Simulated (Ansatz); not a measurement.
# Phonon spectrum of MgTe

Computed with DFT PBE, scalar-relativistic, plane waves, PAW (Ansatz). Settings: 420 eV plane-wave cutoff, Γ-centred 8×8×8 mesh, fixed occupations. No spin polarisation. Phonons by linear response, acoustic sum rule imposed.

Equilibrium structure at this level:
```
Mg Te
1.0
     0.00000    3.25466    3.25466
     3.25466    0.00000    3.25466
     3.25466    3.25466    0.00000
Mg Te
1 1
Direct
  0.00000 0.00000 0.00000
  0.25000 0.25000 0.25000
```

It was relaxed at this level from a Materials Project cell. Spin–orbit coupling is left out, which matters for heavy elements.

Force constants from linear response on a 4×4×4 q mesh.

Path: Γ–X–U | K–Γ–L–W–X. Only the points of the 4×4×4 mesh were computed; the rest is interpolation, which is rough on so few points. On the mesh no mode is imaginary. Distance along the path (Å⁻¹), then the branches (cm⁻¹, negative for imaginary; the LO field is included):
```
0.000  0 0 0 230 230 277
0.121  12 12 23 229 229 276
0.241  24 24 44 227 227 276
0.362  35 35 64 224 224 275
0.483  45 45 81 221 221 275
0.603  51 51 96 218 218 274
0.724  55 55 107 217 217 274
0.845  56 56 114 216 216 274
0.965  56 56 116 216 216 274
1.008  56 56 116 216 216 273
1.051  55 58 116 216 216 272
1.093  55 60 116 217 217 270
1.136  55 63 115 217 217 268
1.179  55 66 114 217 217 265
1.221  54 69 113 217 218 263
1.264  54 72 112 218 218 260
1.306  53 74 111 218 218 257
1.306  53 74 111 218 218 257
1.435  51 76 108 219 220 253
1.562  48 72 104 222 222 252
1.690  43 66 96 223 225 255
1.818  36 56 84 225 227 261
1.946  27 44 68 227 228 268
2.074  18 30 49 228 228 273
2.202  9 15 26 229 229 276
2.330  0 0 0 230 230 277
2.330  0 0 0 230 230 277
2.435  8 8 23 229 229 276
2.539  16 16 44 228 228 274
2.644  24 24 64 227 227 272
2.748  31 31 80 226 226 269
2.853  36 36 93 225 225 266
2.957  38 38 104 225 225 263
3.062  40 40 112 225 225 261
3.166  40 40 114 225 225 260
3.252  40 43 114 224 225 259
3.337  43 50 113 223 225 257
3.422  47 59 111 222 225 254
3.508  52 66 110 220 225 252
3.593  57 71 109 218 225 250
3.678  62 73 109 217 225 249
3.764  66 72 109 218 225 248
3.849  68 72 109 218 224 247
3.909  68 71 110 218 224 249
3.970  66 69 111 217 222 253
4.030  64 67 112 217 220 258
4.090  61 64 113 217 218 262
4.151  59 60 114 217 217 267
4.211  57 58 116 216 217 271
4.271  56 56 116 216 216 273
4.332  56 56 116 216 216 274
```
